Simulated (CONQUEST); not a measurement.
Crystal: P.

```
P
1.0
     3.29549    0.00000    0.00000
     0.00000    4.54364    0.00000
     0.00000    0.00000   10.93008
P
8
Direct
  0.00000 0.58882 0.90414
  0.50000 0.58882 0.40414
  0.00000 0.41118 0.09586
  0.50000 0.41118 0.59586
  0.00000 0.08882 0.59586
  0.50000 0.08882 0.09586
  0.00000 0.91118 0.40414
  0.50000 0.91118 0.90414
```

```yaml
Program: CONQUEST 1.3
Task: relaxation of the atoms
Functional: PBEint
Potentials_or_basis: PseudoDojo NC LDA, DZ, grid cutoff 100 Ha
k_mesh: 5 × 4 × 2
Occupations: fermi-dirac, width 0.027 eV
Spin: collinear spin, ferrimagnetic start
Starting_moments: "[0.5, -0.25, 0.5, -0.25, 0.5, -0.25, 0.5, -0.25] μB"
```

At the start: volume 20.46 Å³/atom.

Q: Where does the relaxation end?

A: Over 12 steps the energy falls by 211.9 meV/atom; space group Cmce (No. 64, to 0.05 Å); moment 0.00 μB per cell.

Step by step:
| step | energy change (eV) | largest force (eV/Å) |
| --- | --- | --- |
| 1 | 0.0000 | 2.4049 |
| 2 | -0.4447 | 2.0645 |
| 3 | -1.0067 | 1.4976 |
| 4 | -1.3683 | 0.9987 |
| 5 | -1.5389 | 0.6414 |
| 6 | -1.6116 | 0.4479 |
| 7 | -1.6506 | 0.3235 |
| 8 | -1.6737 | 0.2368 |
| 9 | -1.6862 | 0.1614 |
| 10 | -1.6917 | 0.1082 |
| 11 | -1.6942 | 0.0707 |
| 12 | -1.6952 | 0.0448 |

Final structure:
```
P
1.0
     3.29549    0.00000    0.00000
     0.00000    4.54364    0.00000
     0.00000    0.00000   10.93008
P
8
Direct
  0.00000 0.56859 0.88963
  0.50000 0.56859 0.38963
  0.00000 0.43141 0.11037
  0.50000 0.43141 0.61037
  0.00000 0.06859 0.61037
  0.50000 0.06859 0.11037
  0.00000 0.93141 0.38963
  0.50000 0.93141 0.88963
```

Caveat: the potentials were made for another functional, which shifts forces and pressure; the atomic basis is small; the basis of atomic orbitals isn't converged, which shifts pressures, moduli and gaps.
